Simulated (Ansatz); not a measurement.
# MgSe: the cost of one run

Program: Ansatz 0.2.0. G0W0, plane waves. The values are computed, spin-unpolarised, and not measurements.

The COD entry's cell or inner coordinates are ideal or old and differ from later refinements, so a difference from it is no clean test against experiment.

**1. The system as given**

The cell was relaxed beforehand with r2SCAN.

It is cubic, Fm-3m (No. 225); conventional cell a = 5.473 Å, 20.49 Å³ an atom. Near Mg stand 6 Se at 2.74 Å; near Se stand 6 Mg at 2.74 Å.

Structure file:

```xyz
2
Lattice="0.0000 2.7363 2.7363 2.7363 0.0000 2.7363 2.7363 2.7363 0.0000" Properties=species:S:1:pos:R:3 pbc="T T T"
Mg    0.0000    0.0000    0.0000
Se    2.7363    2.7363    2.7363
```

**2. From LDA, 90 empty bands, 110 eV**

Contents of input.yaml:

```yaml
crystal:
  lattice:
    - [0.0, 2.7362756103, 2.7362756103]
    - [2.7362756103, 0.0, 2.7362756103]
    - [2.7362756103, 2.7362756103, 0.0]
  atoms:
    - { symbol: Mg, position: [0.0, 0.0, 0.0] }
    - { symbol: Se, position: [0.5, 0.5, 0.5] }
kpoints:
  mp_grid: { grid: [4, 4, 4] }
hamiltonian:
  xc: lda
scf:
  occupations: { method: fixed }
gw:
  n_empty_bands: 90
  ecut_chi: 110
  qp_bands: [v1, c1]
  qp_kpoints: band_edges
  screening: { model: godby_needs }
```

Launch:

```console
ansatz run input.yaml --threads 4 --pin off --max-ram 3686MiB --backend cpu --events-out ev --progress --plain --runs-dir out
```

What time and memory should one allow on 4 threads of Arm Neoverse N1, shared host?

About 4.7 s, with a peak of 0.33 GiB.
